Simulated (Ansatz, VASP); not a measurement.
# GaSb in VASP and in Ansatz

Contents of INCAR:

```
  ALGO = Normal
  EDIFF = 1E-6
  ENCUT = 520
  GGA = PE
  ISIF = 2
  ISMEAR = -1
  LASPH = T
  LCHARG = F
  LREAL = F
  LWAVE = F
  NBANDS = 16
  NELM = 80
  PREC = Accurate
  SIGMA = 0.02
```

File KPOINTS:

```
k-points
0
Gamma
  6 6 6
```

File POSCAR:

```
GaSb
1.0
    0.0000000000      3.1700418786      3.1700418786
    3.1700418786      0.0000000000      3.1700418786
    3.1700418786      3.1700418786      0.0000000000
Ga Sb
1 1
Direct
    0.0000000000      0.0000000000      0.0000000000
    0.2500000000      0.2500000000      0.2500000000
```

Input for Ansatz:

```yaml
crystal:
  lattice:
    - [0.0, 3.1700418786, 3.1700418786]
    - [3.1700418786, 0.0, 3.1700418786]
    - [3.1700418786, 3.1700418786, 0.0]
  atoms:
    - { symbol: Ga, position: [0.0, 0.0, 0.0] }
    - { symbol: Sb, position: [0.25, 0.25, 0.25] }
kpoints:
  mp_grid: { grid: [6, 6, 6] }
hamiltonian:
  xc: pbe
scf:
  occupations: { method: fermi_dirac, width: 0.02 }
  n_extra_bands: 4
output:
  forces: true
  stress: true
  eigenvalues: true
```

Alike in both runs: task single point; functional PBE; k mesh 6 × 6 × 6; occupations fermi-dirac, width 0.02 eV; no spin polarisation.

```csv
,VASP,Ansatz
version,VASP 6.6.1,Ansatz 0.2.0
potentials or method,"VASP PAW PBE potentials, release 64 (Ga_d, Sb)","plane waves, PAW"
plane-wave cutoff (eV),520,420
valence electrons in the cell,18,28
```

```tsv
	VASP	Ansatz	Ansatz less VASP
pressure (GPa)	-2.2	-2.3	-0.06
```

The two sets of potentials don't hold the same shells in valence.

Spin-orbit coupling is left out, which matters for the levels of Sb.
